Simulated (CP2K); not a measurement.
GaAs:

```
Ga As
1.0
     3.81256    0.00000    0.00000
     1.90628    3.30178    0.00000
     1.90628    1.10059    3.11295
Ga As
1 1
Direct
  0.00000 0.00000 0.00000
  0.50000 0.50000 0.50000
```

The cell was built by a generator and needn't be a form met in nature.

Base run:

| Item | Value |
| --- | --- |
| Program | CP2K 2026.2 |
| Functional | LDA |
| Potentials or basis | POTENTIAL_UZH Ga GTH-PBE-q13, As GTH-PBE-q5; TZVP-MOLOPT-PBE-GTH basis |
| Density cutoff | 9184 eV |
| k mesh | 9 × 9 × 9 |
| Occupations | fermi-dirac, width 0.05 eV |
| Spin | no spin polarisation |

Its results: band gap on the k mesh none (metal or under the smearing width); pressure -2.9 GPa.

**Question.** After a change of settings the same cell gave: band gap on the k mesh none (metal or under the smearing width); pressure 1.9 GPa. Which change was it?
A. functional from LDA to PW91
B. functional from LDA to HLE16
C. functional from LDA to PBE
D. functional from LDA to RPBE

**Answer.** D.

RPBE binds less tightly than LDA, so the same cell stands under more pressure.

Caveats: the potentials were made for another functional, which shifts forces and pressure; the basis of atomic orbitals isn't converged, which shifts pressures, moduli and gaps.
